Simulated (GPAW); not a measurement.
Wanted: an ASE script for a GPAW 26.7.0 run.

```
Task                : relaxation of cell and atoms
Functional          : PBEsol
Potentials or basis : PAW data sets generated in the run's folder for this functional
Cutoff              : 600 eV
Basis               : pw
k mesh              : 4 × 4 × 4
Occupations         : fermi-dirac, width 0.05 eV
Spin                : no spin polarisation
Target pressure     : 20 GPa
Maxiter             : 150
Optimizer           : BFGS
Fmax                : 0.02 eV/Å
Max steps           : 60
Target pressure     : 20 GPa
Convergence         : density=1e-05 forces=0.0001
```

W:

```
W
1.0
     5.08300    0.00000    0.00000
     0.00000    5.08300    0.00000
     0.00000    0.00000    5.08300
W
8
Direct
  0.50000 0.25000 0.00000
  0.50000 0.75000 0.00000
  0.75000 0.00000 0.50000
  0.25000 0.00000 0.50000
  0.00000 0.50000 0.75000
  0.00000 0.50000 0.25000
  0.50000 0.50000 0.50000
  0.00000 0.00000 0.00000
```

This isn't the form of W at room conditions, which is bcc.

These files were run (other wordings do the same):

run.py

```python
from ase import Atoms
from ase.filters import FrechetCellFilter
from ase.io import write
from ase.optimize import BFGS
from ase.units import GPa
from gpaw import GPAW, PW, setup_paths

setup_paths.insert(0, '.')

atoms = Atoms(['W', 'W', 'W', 'W', 'W', 'W', 'W', 'W'],
              cell=[[5.083, 0.0, 0.0],
                    [0.0, 5.083, 0.0],
                    [0.0, 0.0, 5.083]],
              scaled_positions=[[0.5, 0.25, 0.0],
                                [0.5, 0.75, 0.0],
                                [0.75, 0.0, 0.5],
                                [0.25, 0.0, 0.5],
                                [0.0, 0.5, 0.75],
                                [0.0, 0.5, 0.25],
                                [0.5, 0.5, 0.5],
                                [0.0, 0.0, 0.0]],
              pbc=True)

calc = GPAW(mode=PW(600),
            xc='PBEsol',
            kpts={'size': (4, 4, 4), 'gamma': True},
            occupations={'name': 'fermi-dirac', 'width': 0.05},
            nbands=94,
            convergence={'density': 1e-05, 'forces': 0.0001},
            maxiter=150,
            txt='gpaw.txt')
atoms.calc = calc
opt = BFGS(FrechetCellFilter(atoms, scalar_pressure=20 * GPa), trajectory='relax.traj', logfile='-')
done = opt.run(fmax=0.02, steps=60)
calc.write('gs.gpw')
write('result.traj', atoms)
print('Converged:', done)
print('Cell:', atoms.cell.cellpar().round(4))
print('Volume:', round(atoms.get_volume(), 4))
print(atoms.get_scaled_positions().round(5))
```

Potentials or basis: PAW data sets generated in the run's folder for this functional, pw.

Launch:

```sh
$ gpaw-setup -f PBEsol W
$ OMP_NUM_THREADS=1 python run.py
```

Results of the run:

- Relaxed volume: 15.03 Å³/atom
- Relaxed cell: a = 4.936 Å, b = 4.936 Å, c = 4.936 Å, α = 90.00°, β = 90.00°, γ = 90.00°
- Space group after relaxing (to 0.05 Å): Pm-3n (No. 223)
- Energy change on relaxing (the enthalpy is what falls): +34.3 meV/atom
- Ionic steps: 4
- Pressure after relaxing: 19.9 GPa
- Band gap on the k mesh: none (metal or under the smearing width)

Caveat: later steps reuse the first step's grids.

It took 6.4 min on 1 thread of Arm Neoverse V2 (shared host), peak memory 0.37 GiB.
